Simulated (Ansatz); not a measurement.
# Pt (Fm-3m) in Ansatz: equation of state

How stiff is Pt in PBE, and what volume does it want? The cell is scaled to several volumes.

Program: Ansatz 0.2.0. These are calculated values, not measurements. Logs are shortened: lines on timing, memory, paths and dates and some standing lists are left out, and cuts for length are marked.

## 1. The crystal as given

The structure is cubic, space group Fm-3m (No. 225). The conventional cell has a = 3.922 Å, b = 3.922 Å, c = 3.922 Å, α = 90.00°, β = 90.00°, γ = 90.00°. Around Pt (site symmetry m-3m) lie 12 Pt at 2.77 Å.

## 2. Single point, PBE, 14.18 Å³/atom (volume scaled by 0.94)

input.yaml

```yaml
crystal:
  lattice:
    - [0.0, 1.9208704006, 1.9208704006]
    - [1.9208704006, 0.0, 1.9208704006]
    - [1.9208704006, 1.9208704006, 0.0]
  atoms:
    - { symbol: Pt, position: [0.0, 0.0, 0.0] }
hamiltonian:
  xc: pbe
  pseudopotentials: { kind: paw }
kpoints:
  mp_grid: { grid: [12, 12, 12] }
scf:
  occupations: { method: fermi_dirac, width: 0.05 }
output:
  forces: true
  stress: true
  eigenvalues: true
```

Potentials or basis: Ansatz PAW.

On the command line:

```console
ansatz run input.yaml --threads 1 --pin off --max-ram 2560MiB --backend cpu --events-out ev --progress --plain --runs-dir out
```

Standard output:

```text
Warning: RAYON_NUM_THREADS=1 ignored (pool sized by the plan → 1); use --threads N
Engine: ansatz 0.2.0, aarch64-unknown-linux-gnu
Pseudopotentials: kind: paw
Pseudopotential: Pt, paw, valence charge 18, recommended cutoff 420 eV (normal), Pt.paw.azcp
Functional definition: PBE
  parameter kappa = 0.804
  parameter beta = 0.06672455060314922
  exchange = pbe_x(kappa = kappa, mu = beta*pi^2/3)
  correlation = pbe_c(beta = beta)
Crystal: 1 atoms, lattice volume = 14.175 Å³
Basis set: ecut = 420 eV, 283 PW (Γ), exchange–correlation on 40×40×40 points (8 copies of the dense FFT grid, shifted against one another)
Bands: 13, of which v1, the nominal top of the filled ones, is band 9 counted from 1 (8 counted from 0)
Symmetry: 48 space group operations
Space group: Fm-3m (ITA 225), of the structure as read, at distance tolerance 2.4e-5 Å
k-points: 72 of 1728
Non-local potential: Pt, projectors of the file, l = 0: 3, l = 1: 2, l = 2: 2, l = 3: 1
PAW form: soft (Blöchl's): semilocal exchange-correlation on the pseudo side does not see the compensation charge
PAW one-centre angular grid: Pt, 590 points (default); XC on 64 Gauss nodes
Initial density: superposition of atomic densities (neutral atoms: chi_scale 0, normalization atom), corrected by the library's trained network
Initial wavefunctions: pseudopotential atomic-orbital guess
Functional: x = pbe(κ = 0.804, μ = 0.2195149727645171), c = pbe(β = 0.06672455060314922)
SCF iter   1: F=—  HF=-12522.891348 eV  |F-HF|=—  |Δ(HF+E_count)|=         —  Δρ=2.89e-3  dr2=2.26e-4  ethr=1.77e-3  ⟨swp⟩=5.1  Hψ=5211  notcnv=0
preconditioner: auto → none  [metal: Δε(μ)=0.002 eV  Ē_g=14.903 eV  σ=0.050 eV  W_gap=0.01  n_scr=8 (ndim 8)  ℏωp=31.2 eV  f_vac=0.000  D(μ)=1.94/eV (n_scr^D=26)  sad-step TF]
SCF iter   2: F=—  HF=-12522.891619 eV  |F-HF|=—  |Δ(HF+E_count)|=   2.71e-4  Δρ=1.59e-3  dr2=5.40e-5  ethr=1.25e-6  ⟨swp⟩=2.6  Hψ=2107  notcnv=0
SCF iter   3: F=—  HF=-12522.891809 eV  |F-HF|=—  |Δ(HF+E_count)|=   1.91e-4  Δρ=3.83e-4  dr2=1.65e-5  ethr=3.00e-7  ⟨swp⟩=2.0  Hψ=1287  notcnv=0
SCF iter   4: F=—  HF=-12522.891807 eV  |F-HF|=—  |Δ(HF+E_count)|=   2.43e-6  Δρ=8.57e-5  dr2=6.94e-7  ethr=9.17e-8  ⟨swp⟩=2.4  Hψ=1325  notcnv=0
iter 5 did not close the SCF: its close was put off for the readings that it lacked (scf_convergence_deferred on its scf_iter line)
SCF iter   5: F=-12522.891807 eV  HF=-12522.891807 eV  |F-HF|=7.28e-9  |Δ(HF+E_count)|=   8.76e-8  Δρ=1.00e-5  dr2=2.43e-9  ethr=3.86e-9  ⟨swp⟩=2.3  Hψ=1220  notcnv=0
SCF iter   6: F=-12522.891807 eV  HF=-12522.891807 eV  |F-HF|=6.20e-10  |Δ(HF+E_count)|=   7.83e-9  Δρ=2.82e-6  dr2=1.00e-9  ethr=1.35e-11  ⟨swp⟩=1.9  Hψ=2745  notcnv=0
SCF 1 converged in 6 iterations: F = -12522.891807 eV  dr2 = 1.00e-9
SCF converged after 6 iterations
Free energy (F): -12522.891807 eV
Harris-Foulkes:  -12522.891807 eV  (|F-HF|=6.20e-10)
Internal energy: -12522.877015 eV  (E = F + TS)
E sigma→0 (E₀):  -12522.884411 eV
Entropy (-TS):   -0.014791 eV (-14.791 meV/atom)
Fermi energy:    25.421079 eV
--- Per-component energies (eV) ---
  E_band       = -98.027530
  E_kinetic    = 641.163700
  E_local      = -1379.533445  (includes V_loc(G=0)·N_el)
  E_nonlocal   = 199.897597
  E_hartree    = 517.037114
  E_xc         = -263.181511
  E_vxc        = -304.750157  (∫ρ·V_xc dr)
  E_paw        = -9454.287589  (= ΣΔE_a)
  E_vpaw       = -288.880962  (= ΣTr[D̂ρ^β])
  E_aug_tail   = 0.000186  (compensation charges beyond the density's cutoff)
  E_ewald      = -2783.973068
  E_smearing   = -0.014791  (= −TS)
  E_closure    = 0.000000  (closes the sum)
  Σ components = -12522.891807   (vs F -12522.891807, Δ=0.00e0)
--- Forces (eV/Å), atoms counted from 1 ---
  atom   1  Pt    -0.00000000     0.00000000     0.00000000
  max |Σ_I F_I| component: 1.85e-32 eV/Å
--- Stress (GPa, compression-positive) ---
       32.131418      -0.000000       0.000000
        0.000000      32.131418      -0.000000
       -0.000000       0.000000      32.131418
  P = ⅓ Tr σ = 32.1314 GPa (321.314 kbar)
--- Band table (eV; the first three rows and the last of 72) ---
  k-point 0: bands = ["-73.3386", "-27.2933", "-27.2933", "-27.2933", "14.4504", "21.1967", "21.1967", "21.1967", "23.5897", "23.5897", "39.8209", "45.1086", "45.1086"]
  k-point 1: bands = ["-73.3355", "-27.3345", "-27.2991", "-27.2991", "14.7472", "21.0614", "21.3153", "21.3153", "23.5229", "23.5229", "40.2913", "43.7769", "45.5753"]
  k-point 2: bands = ["-73.3272", "-27.4463", "-27.3149", "-27.3149", "15.5638", "20.7937", "21.5562", "21.5562", "23.4660", "23.4660", "41.3496", "41.5198", "46.8858"]
  k-point 71: bands = ["-73.2782", "-27.6899", "-27.6899", "-27.5224", "19.1132", "20.3570", "20.3570", "23.1479", "25.9717", "32.9792", "34.0117", "34.0117", "37.9942"]
```

Wall time 1.2 s (1 thread of Arm Neoverse V2, shared host); peak memory 0.26 GiB.

What came out:

```yaml
Free_energy: -12522.8918 eV
Pressure: 32.1 GPa
Band_gap_on_the_k_mesh: none (metal or under the smearing width)
```

## 3. Single point, PBE, 14.48 Å³/atom (volume scaled by 0.96)

input.yaml, as its differences from that of step 2:

```diff
@@ -2,5 +2,5 @@
   lattice:
-    - [0.0, 1.9208704006, 1.9208704006]
-    - [1.9208704006, 0.0, 1.9208704006]
-    - [1.9208704006, 1.9208704006, 0.0]
+    - [0.0, 1.9343981026, 1.9343981026]
+    - [1.9343981026, 0.0, 1.9343981026]
+    - [1.9343981026, 1.9343981026, 0.0]
   atoms:
```

Potentials or basis: Ansatz PAW.

On the command line:

```console
ansatz run input.yaml --threads 1 --pin off --max-ram 2560MiB --backend cpu --events-out ev --progress --plain --runs-dir out
```

Standard output:

```text
Warning: RAYON_NUM_THREADS=1 ignored (pool sized by the plan → 1); use --threads N
[... 8 set-up lines as earlier in the session ...]
Crystal: 1 atoms, lattice volume = 14.477 Å³
Basis set: ecut = 420 eV, 283 PW (Γ), exchange–correlation on 40×40×40 points (8 copies of the dense FFT grid, shifted against one another)
Bands: 13, of which v1, the nominal top of the filled ones, is band 9 counted from 1 (8 counted from 0)
[... 2 set-up lines as earlier in the session ...]
k-points: 72 of 1728
[... 6 set-up lines as earlier in the session ...]
SCF iter   1: F=—  HF=-12522.943953 eV  |F-HF|=—  |Δ(HF+E_count)|=         —  Δρ=2.95e-3  dr2=2.51e-4  ethr=1.77e-3  ⟨swp⟩=5.1  Hψ=5169  notcnv=0
preconditioner: auto → none  [metal: Δε(μ)=0.007 eV  Ē_g=14.683 eV  σ=0.050 eV  W_gap=0.04  n_scr=8 (ndim 8)  ℏωp=30.9 eV  f_vac=0.000  D(μ)=1.96/eV (n_scr^D=26)  sad-step TF]
SCF iter   2: F=—  HF=-12522.944223 eV  |F-HF|=—  |Δ(HF+E_count)|=   2.69e-4  Δρ=1.60e-3  dr2=5.50e-5  ethr=1.39e-6  ⟨swp⟩=2.5  Hψ=2065  notcnv=0
SCF iter   3: F=—  HF=-12522.944419 eV  |F-HF|=—  |Δ(HF+E_count)|=   1.96e-4  Δρ=4.07e-4  dr2=1.75e-5  ethr=3.06e-7  ⟨swp⟩=2.0  Hψ=1286  notcnv=0
SCF iter   4: F=—  HF=-12522.944418 eV  |F-HF|=—  |Δ(HF+E_count)|=   1.10e-6  Δρ=8.84e-5  dr2=8.30e-7  ethr=9.70e-8  ⟨swp⟩=2.5  Hψ=1332  notcnv=0
iter 5 did not close the SCF: its close was put off for the readings that it lacked (scf_convergence_deferred on its scf_iter line)
SCF iter   5: F=-12522.944417 eV  HF=-12522.944417 eV  |F-HF|=6.09e-9  |Δ(HF+E_count)|=   1.16e-7  Δρ=1.20e-5  dr2=7.24e-9  ethr=4.61e-9  ⟨swp⟩=2.3  Hψ=1233  notcnv=0
SCF iter   6: F=-12522.944417 eV  HF=-12522.944417 eV  |F-HF|=1.78e-10  |Δ(HF+E_count)|=   7.40e-9  Δρ=1.45e-6  dr2=2.79e-10  ethr=4.02e-11  ⟨swp⟩=2.0  Hψ=2889  notcnv=0
SCF 1 converged in 6 iterations: F = -12522.944417 eV  dr2 = 2.79e-10
SCF converged after 6 iterations
Free energy (F): -12522.944417 eV
Harris-Foulkes:  -12522.944417 eV  (|F-HF|=1.78e-10)
Internal energy: -12522.929400 eV  (E = F + TS)
E sigma→0 (E₀):  -12522.936909 eV
Entropy (-TS):   -0.015017 eV (-15.017 meV/atom)
Fermi energy:    24.730933 eV
--- Per-component energies (eV) ---
  E_band       = -108.454556
  E_kinetic    = 640.204041
  E_local      = -1407.435147  (includes V_loc(G=0)·N_el)
  E_nonlocal   = 199.869245
  E_hartree    = 525.955205
  E_xc         = -262.826564
  E_vxc        = -304.268256  (∫ρ·V_xc dr)
  E_paw        = -9454.192268  (= ΣΔE_a)
  E_vpaw       = -288.735758  (= ΣTr[D̂ρ^β])
  E_aug_tail   = 0.000177  (compensation charges beyond the density's cutoff)
  E_ewald      = -2764.504088
  E_smearing   = -0.015017  (= −TS)
  E_closure    = -0.000000  (closes the sum)
  Σ components = -12522.944417   (vs F -12522.944417, Δ=0.00e0)
--- Forces (eV/Å), atoms counted from 1 ---
  atom   1  Pt    -0.00000000     0.00000000     0.00000000
  max |Σ_I F_I| component: 7.81e-32 eV/Å
--- Stress (GPa, compression-positive) ---
       23.945421       0.000000       0.000000
       -0.000000      23.945421       0.000000
        0.000000      -0.000000      23.945421
  P = ⅓ Tr σ = 23.9454 GPa (239.454 kbar)
--- Band table (eV; the first three rows and the last of 72) ---
  k-point 0: bands = ["-73.9437", "-27.9137", "-27.9137", "-27.9137", "14.0060", "20.6482", "20.6482", "20.6482", "22.9605", "22.9605", "39.2006", "44.3697", "44.3697"]
  k-point 1: bands = ["-73.9409", "-27.9518", "-27.9191", "-27.9191", "14.2964", "20.5180", "20.7633", "20.7633", "22.8968", "22.8968", "39.6545", "43.0420", "44.8210"]
  k-point 2: bands = ["-73.9334", "-28.0550", "-27.9338", "-27.9338", "15.0976", "20.2596", "20.9970", "20.9970", "22.8437", "22.8437", "40.6889", "40.7525", "46.0846"]
  k-point 71: bands = ["-73.8892", "-28.2808", "-28.2808", "-28.1259", "18.6345", "19.8329", "19.8329", "22.5428", "25.2581", "32.1337", "33.2064", "33.2064", "37.1121"]
```

Wall time 0.74 s (1 thread of Arm Neoverse V2, shared host); peak memory 0.26 GiB.

What came out:

```yaml
Free_energy: -12522.9444 eV
Pressure: 23.9 GPa
Band_gap_on_the_k_mesh: none (metal or under the smearing width)
```

## 4. Single point, PBE, 14.78 Å³/atom (volume scaled by 0.98)

input.yaml

```yaml
crystal:
  lattice:
    - [0.0, 1.9477392008, 1.9477392008]
    - [1.9477392008, 0.0, 1.9477392008]
    - [1.9477392008, 1.9477392008, 0.0]
  atoms:
    - { symbol: Pt, position: [0.0, 0.0, 0.0] }
hamiltonian:
  xc: pbe
  pseudopotentials: { kind: paw }
kpoints:
  mp_grid: { grid: [12, 12, 12] }
scf:
  occupations: { method: fermi_dirac, width: 0.05 }
output:
  forces: true
  stress: true
  eigenvalues: true
  write_density: true
  write_potential: true
  elf: true
  volumetric_format: npy
```

On the command line:

```console
ansatz run input.yaml --threads 1 --pin off --max-ram 2560MiB --backend cpu --events-out ev --progress --plain --runs-dir out
```

Run time: 0.99 s. Hardware: 1 thread of Arm Neoverse V2, shared host; peak memory 0.26 GiB.

The run converged. Its results:

| Quantity | Value |
| --- | --- |
| Free energy | -12522.9825 eV |
| Pressure | 16.7 GPa |
| Band gap on the k mesh | none (metal or under the smearing width) |

## 5. Single point, PBE, 15.08 Å³/atom

input.yaml

```yaml
crystal:
  lattice:
    - [0.0, 1.9609, 1.9609]
    - [1.9609, 0.0, 1.9609]
    - [1.9609, 1.9609, 0.0]
  atoms:
    - { symbol: Pt, position: [0.0, 0.0, 0.0] }
hamiltonian:
  xc: pbe
  pseudopotentials: { kind: paw }
kpoints:
  mp_grid: { grid: [12, 12, 12] }
scf:
  occupations: { method: fermi_dirac, width: 0.05 }
output:
  forces: true
  stress: true
  eigenvalues: true
```

On the command line:

```console
ansatz run input.yaml --threads 1 --pin off --max-ram 2560MiB --backend cpu --events-out ev --progress --plain --runs-dir out
```

It took 0.73 s on 1 thread of Arm Neoverse V2, shared host; peak memory 0.26 GiB.

Results (log left out):

| Quantity | Value |
| --- | --- |
| Free energy | -12523.0078 eV |
| Pressure | 10.3 GPa |
| Band gap on the k mesh | none (metal or under the smearing width) |

## 6. Single point, PBE, 15.38 Å³/atom (volume scaled by 1.02)

input.yaml, as its differences from that of step 5:

```diff
@@ -2,5 +2,5 @@
   lattice:
-    - [0.0, 1.9609, 1.9609]
-    - [1.9609, 0.0, 1.9609]
-    - [1.9609, 1.9609, 0.0]
+    - [0.0, 1.9738864712, 1.9738864712]
+    - [1.9738864712, 0.0, 1.9738864712]
+    - [1.9738864712, 1.9738864712, 0.0]
   atoms:
@@ -18 +18,5 @@
   eigenvalues: true
+  write_density: true
+  write_potential: true
+  elf: true
+  volumetric_format: npy
```

Potentials or basis: Ansatz PAW.

On the command line:

```console
ansatz run input.yaml --threads 1 --pin off --max-ram 2560MiB --backend cpu --events-out ev --progress --plain --runs-dir out
```

Wall time 0.99 s (1 thread of Arm Neoverse V2, shared host); peak memory 0.26 GiB.

The run converged. Its results:

```yaml
Free_energy: -12523.0216 eV
Pressure: 4.6 GPa
Band_gap_on_the_k_mesh: none (metal or under the smearing width)
```

## 7. Single point, PBE, 15.68 Å³/atom (volume scaled by 1.04)

input.yaml

```yaml
crystal:
  lattice:
    - [0.0, 1.986704275, 1.986704275]
    - [1.986704275, 0.0, 1.986704275]
    - [1.986704275, 1.986704275, 0.0]
  atoms:
    - { symbol: Pt, position: [0.0, 0.0, 0.0] }
hamiltonian:
  xc: pbe
  pseudopotentials: { kind: paw }
kpoints:
  mp_grid: { grid: [12, 12, 12] }
scf:
  occupations: { method: fermi_dirac, width: 0.05 }
output:
  forces: true
  stress: true
  eigenvalues: true
```

On the command line:

```console
ansatz run input.yaml --threads 1 --pin off --max-ram 2560MiB --backend cpu --events-out ev --progress --plain --runs-dir out
```

Wall time 0.75 s (1 thread of Arm Neoverse V2, shared host); peak memory 0.26 GiB.

It converged, with:

- Free energy: -12523.0254 eV
- Pressure: -0.5 GPa
- Band gap on the k mesh: none (metal or under the smearing width)

## 8. Single point, PBE, 15.98 Å³/atom (volume scaled by 1.06)

input.yaml

```yaml
crystal:
  lattice:
    - [0.0, 1.9993587835, 1.9993587835]
    - [1.9993587835, 0.0, 1.9993587835]
    - [1.9993587835, 1.9993587835, 0.0]
  atoms:
    - { symbol: Pt, position: [0.0, 0.0, 0.0] }
hamiltonian:
  xc: pbe
  pseudopotentials: { kind: paw }
kpoints:
  mp_grid: { grid: [12, 12, 12] }
scf:
  occupations: { method: fermi_dirac, width: 0.05 }
output:
  forces: true
  stress: true
  eigenvalues: true
  write_density: true
  write_potential: true
  elf: true
  volumetric_format: npy
```

On the command line:

```console
ansatz run input.yaml --threads 1 --pin off --max-ram 2560MiB --backend cpu --events-out ev --progress --plain --runs-dir out
```

Run time: 1 s. Hardware: 1 thread of Arm Neoverse V2, shared host; peak memory 0.26 GiB.

It converged, with:

* Free energy: -12523.0203 eV
* Pressure: -4.9 GPa
* Band gap on the k mesh: none (metal or under the smearing width)

## 9. Equation of state, PBE

Potentials or basis: Ansatz PAW.

No new run: the results of the series are fitted here.

Results:

```yaml
Equilibrium_volume: 15.65 Å³/atom
Bulk_modulus: 249 GPa
Pressure_derivative_of_the_bulk_modulus: 5.3
```

Energy against volume, from the lowest point:
| volume (Å³/atom) | energy (meV/atom) |
| --- | --- |
| 14.175 | 133.62 |
| 14.477 | 81.01 |
| 14.778 | 42.89 |
| 15.080 | 17.64 |
| 15.381 | 3.79 |
| 15.683 | 0.00 |
| 15.985 | 5.12 |
